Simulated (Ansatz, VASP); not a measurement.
One calculation of CdSe, two programs

The input POSCAR:

```
CdSe
1.0
    4.3420191692      0.0000000000      0.0000000000
    2.1710095846      3.7602989042      0.0000000000
    2.1710095846      1.2534329681      3.5452438060
Cd Se
1 1
Direct
    0.0000000000      0.0000000000      0.0000000000
    0.2500000000      0.2500000000      0.2500000000
```

INCAR.step1

```
PREC = Accurate ; ENCUT = 520
ISMEAR = 0 ; SIGMA = 0.01
LREAL = F ; LASPH = T
NELM = 60 ; NBANDS = 16
GGA = PE ; ALGO = Normal
EDIFF = 1E-4 ; LWAVE = T
LCHARG = F
```

The input INCAR.step2:

```
PREC = Accurate ; ENCUT = 520
EDIFF = 1E-6 ; ISMEAR = 0
SIGMA = 0.01 ; LREAL = F
LASPH = T ; NELM = 60
ALGO = Normal ; ISIF = 2
LWAVE = F ; LCHARG = F
METAGGA = R2SCAN ; LMIXTAU = T
NBANDS = 16 ; ISTART = 1
```

The input KPOINTS:

```
regular mesh
0
Gamma
  8 8 8
```

The input input.yaml:

```yaml
crystal:
  lattice: { a: 4.3420191692, b: 4.3420191692, c: 4.3420191692, alpha: 60.0, beta: 60.0, gamma: 60.0 }
  atoms:
    - { symbol: Cd, position: [0.0, 0.0, 0.0] }
    - { symbol: Se, position: [0.25, 0.25, 0.25] }
kpoints:
  mp_grid: { grid: [8, 8, 8] }
scf:
  occupations: { method: fixed }
hamiltonian:
  xc: r2scan
  pseudopotentials: { kind: all_electron, datasets: crystal }
output:
  forces: true
  stress: true
  eigenvalues: true
  elf: true
  volumetric_format: npy
```

Measurements of this composition are mostly on another form, of space group No. 186.

Alike in both runs: functional r2SCAN; k mesh 8 × 8 × 8; no spin polarisation.

|  | VASP | Ansatz |
| --- | --- | --- |
| version | VASP 6.6.1 | Ansatz 0.2.0 |
| potentials or method | VASP PAW PBE potentials, release 64 (Cd, Se) | all-electron PAW datasets made for the crystal |
| plane-wave cutoff (eV) | 520 | see its input |
| occupations | gaussian, width 0.01 eV | fixed |
| task | single point | electron localisation function |

VASP gave:

| Item | Value |
| --- | --- |
| gap on the k mesh at the Fermi level (eV) | 1.02 |
| least direct gap on the mesh (eV) | 1.02 |
| pressure (GPa) | 0.1 |

Task: Which values does Ansatz return?

Result: gap on the k mesh at the Fermi level (eV): 1.04; least direct gap on the mesh (eV): 1.04; pressure (GPa): -0.2.

Ansatz ran all-electron here, so the differences hold the error of VASP's frozen core and of both bases.

Caveats: the PAW data sets were made with another functional, which shifts forces and pressure a little (VASP). r2SCAN opens gaps a little over a GGA but as a rule still falls short of measured ones.
